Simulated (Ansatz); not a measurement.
# BN (P6_3mc) in Ansatz: single point with PBE

Aim: the single point of BN with PBE.

All numbers are computed with Ansatz 0.2.0; they aren't measurements. Logs are shortened: lines on timing, memory, paths and dates and some standing lists are left out, and cuts for length are marked.

**1. The crystal as given**

The structure is hexagonal, space group P6_3mc (No. 186). The conventional cell has a = 2.554 Å, b = 2.554 Å, c = 4.227 Å, α = 90.00°, β = 90.00°, γ = 120.00°. N (site symmetry 3m) has 4 B at 1.57 to 1.58 Å as nearest neighbours. Around B (site symmetry 3m) lie 4 N at 1.57 to 1.58 Å.

Measurements of this composition are mostly on another form, of space group No. 194.

**2. Single point, PBE**

input.yaml reads:

```yaml
crystal:
  lattice:
    - [2.5539396017, 0.0, 0.0]
    - [-1.2769698009, 2.2117765748, 0.0]
    - [0.0, 0.0, 4.226855]
  atoms:
    - { symbol: "N", position: [0.3333333333, 0.6666666667, 0.125276] }
    - { symbol: "N", position: [0.6666666667, 0.3333333333, 0.625276] }
    - { symbol: B, position: [0.3333333333, 0.6666666667, 0.499724] }
    - { symbol: B, position: [0.6666666667, 0.3333333333, 0.999724] }
hamiltonian:
  xc: pbe
  pseudopotentials: { kind: paw }
kpoints:
  mp_grid: { grid: [12, 12, 6] }
scf:
  occupations: { method: gaussian, width: 0.03 }
output:
  forces: true
  stress: true
  eigenvalues: true
  write_density: true
  write_potential: true
  elf: true
  volumetric_format: npy
```

Potentials or basis: Ansatz PAW.

Started as:

```console
$ ansatz run input.yaml --threads 2 --pin off --max-ram 5632MiB --backend cpu --events-out ev --progress --plain --runs-dir out
```

Output:

```text
Warning: RAYON_NUM_THREADS=2 ignored (pool sized by the plan → 2); use --threads N
Engine: ansatz 0.2.0, x86_64-unknown-linux-gnu
Pseudopotentials: kind: paw
Pseudopotential: N, paw, valence charge 5, recommended cutoff 420 eV (normal), N.paw.azcp
Pseudopotential: B, paw, valence charge 3, recommended cutoff 420 eV (normal), B.paw.azcp
Functional definition: PBE
  parameter kappa = 0.804
  parameter beta = 0.06672455060314922
  exchange = pbe_x(kappa = kappa, mu = beta*pi^2/3)
  correlation = pbe_c(beta = beta)
Crystal: 4 atoms, lattice volume = 23.876 Å³
Basis set: ecut = 420 eV, 465 PW (Γ), exchange–correlation on 36×36×60 points (8 copies of the dense FFT grid, shifted against one another)
Bands: 12, of which v1, the nominal top of the filled ones, is band 8 counted from 1 (7 counted from 0)
Symmetry: 12 space group operations
Space group: P63mc (ITA 186), of the structure as read, at distance tolerance 2.9e-5 Å
k-points: 76 of 864 (time reversal used)
Non-local potential: N, projectors of the file, l = 0: 2, l = 1: 2, l = 2: 1
Non-local potential: B, projectors of the file, l = 0: 2, l = 1: 2, l = 2: 1
PAW form: soft (Blöchl's): semilocal exchange-correlation on the pseudo side does not see the compensation charge
PAW one-centre angular grid: N, 110 points (default); XC on 64 Gauss nodes
PAW one-centre angular grid: B, 110 points (default); XC on 64 Gauss nodes
Initial density: superposition of atomic densities (neutral atoms: chi_scale 0, normalization atom), corrected by the library's trained network
Initial wavefunctions: pseudopotential atomic-orbital guess
Functional: x = pbe(κ = 0.804, μ = 0.2195149727645171), c = pbe(β = 0.06672455060314922)
SCF iter   1: F=—  HF=-1084.482538 eV  |F-HF|=—  |Δ(HF+E_count)|=         —  Δρ=2.71e-3  dr2=9.05e-4  ethr=1.77e-3  ⟨swp⟩=5.5  Hψ=5013  notcnv=0
preconditioner: auto → none  [insulator: Δε(μ)=5.198 eV  Ē_g=17.516 eV  σ=0.030 eV  W_gap=1.00  n_scr=2 (ndim 8)  ℏωp=30.4 eV  f_vac=0.000  D(μ)=0.00/eV (n_scr^D=0)  ε∞_Penn≈4.0]
SCF iter   2: F=—  HF=-1084.482701 eV  |F-HF|=—  |Δ(HF+E_count)|=   1.63e-4  Δρ=9.69e-4  dr2=1.10e-4  ethr=5.65e-6  ⟨swp⟩=2.3  Hψ=2228  notcnv=0
SCF iter   3: F=—  HF=-1084.482805 eV  |F-HF|=—  |Δ(HF+E_count)|=   1.04e-4  Δρ=4.77e-4  dr2=1.62e-5  ethr=6.86e-7  ⟨swp⟩=2.9  Hψ=1640  notcnv=0
SCF iter   4: F=—  HF=-1084.482853 eV  |F-HF|=—  |Δ(HF+E_count)|=   4.84e-5  Δρ=1.10e-4  dr2=9.12e-7  ethr=1.01e-7  ⟨swp⟩=2.5  Hψ=1497  notcnv=0
iter 5 did not close the SCF: its close was put off for the readings that it lacked (scf_convergence_deferred on its scf_iter line)
SCF iter   5: F=-1084.482856 eV  HF=-1084.482856 eV  |F-HF|=4.72e-8  |Δ(HF+E_count)|=   2.98e-6  Δρ=1.38e-5  dr2=1.40e-8  ethr=5.70e-9  ⟨swp⟩=2.1  Hψ=1501  notcnv=0
SCF iter   6: F=-1084.482856 eV  HF=-1084.482856 eV  |F-HF|=2.44e-10  |Δ(HF+E_count)|=   5.12e-8  Δρ=1.11e-6  dr2=1.17e-10  ethr=8.75e-11  ⟨swp⟩=5.0  Hψ=4857  notcnv=0
SCF 1 converged in 6 iterations: F = -1084.482856 eV  dr2 = 1.17e-10
SCF converged after 6 iterations
Free energy (F): -1084.482856 eV
Harris-Foulkes:  -1084.482856 eV  (|F-HF|=2.44e-10)
Internal energy: -1084.482856 eV  (E = F + TS)
E sigma→0 (E₀):  -1084.482856 eV
Fermi energy:    13.774778 eV
--- Per-component energies (eV) ---
  E_band       = 51.035231
  E_kinetic    = 370.139733
  E_local      = -354.553945  (includes V_loc(G=0)·N_el)
  E_nonlocal   = 113.040334
  E_hartree    = 99.650812
  E_xc         = -186.642775
  E_vxc        = -232.134252  (∫ρ·V_xc dr)
  E_paw        = -412.785774  (= ΣΔE_a)
  E_vpaw       = -44.758485  (= ΣTr[D̂ρ^β])
  E_aug_tail   = 0.000203  (compensation charges beyond the density's cutoff)
  E_ewald      = -713.331445
  E_smearing   = -0.000000  (= −TS)
  E_closure    = 0.000000  (closes the sum)
  Σ components = -1084.482856   (vs F -1084.482856, Δ=0.00e0)
--- Forces (eV/Å), atoms counted from 1 ---
  atom   1  N      0.00000000     0.00000000    -0.01631299
  atom   2  N     -0.00000000    -0.00000000    -0.01631299
  atom   3  B     -0.00000000    -0.00000000     0.01631157
  atom   4  B      0.00000000     0.00000000     0.01631157
  max |Σ_I F_I| component: 2.85e-6 eV/Å
--- Stress (GPa, compression-positive) ---
        0.197675      -0.000000       0.000000
        0.000000       0.197675      -0.000000
        0.000000       0.000000      -0.523438
  P = ⅓ Tr σ = -0.0427 GPa (-0.427 kbar)
--- Band table (eV; the first three rows and the last of 76) ---
  k-point 0: bands = ["-9.1217", "-5.0199", "0.3423", "9.0698", "9.0698", "10.8945", "11.1679", "11.1679", "19.5147", "19.5147", "19.7035", "20.5774"]
  k-point 1: bands = ["-8.9571", "-5.5757", "1.1899", "9.1858", "9.1858", "10.0034", "10.9938", "10.9938", "19.7125", "19.7125", "20.0791", "20.5767"]
  k-point 2: bands = ["-8.4687", "-6.6527", "3.1212", "7.9338", "9.5169", "9.5169", "10.5500", "10.5500", "20.2614", "20.2614", "20.4869", "20.5784"]
  k-point 75: bands = ["-3.7313", "-3.7313", "2.3982", "2.3982", "3.5220", "3.5220", "8.1576", "8.1576", "20.4170", "20.4170", "21.3126", "21.3126"]
```

It took 6.1 s on 2 threads of Intel Xeon at 2.50GHz (Skylake/Cascade Lake), shared host; peak memory 0.33 GiB.

What came out:

- Free energy: -1084.4829 eV
- Pressure: 0.0 GPa
- Largest force: 0.016 eV/Å
- Band gap on the k mesh: 5.21 eV, indirect (least direct gap 8.24 eV)

Forces on the atoms (eV/Å):
```
N    0.000  0.000 -0.016
N    0.000  0.000 -0.016
B    0.000  0.000  0.016
B    0.000  0.000  0.016
```

Stress tensor (GPa, compression positive):
```
 0.20  0.00  0.00
 0.00  0.20  0.00
 0.00  0.00 -0.52
```

Caveat: the pressure holds a Pulay correction of +1.1 GPa for the finite cutoff.
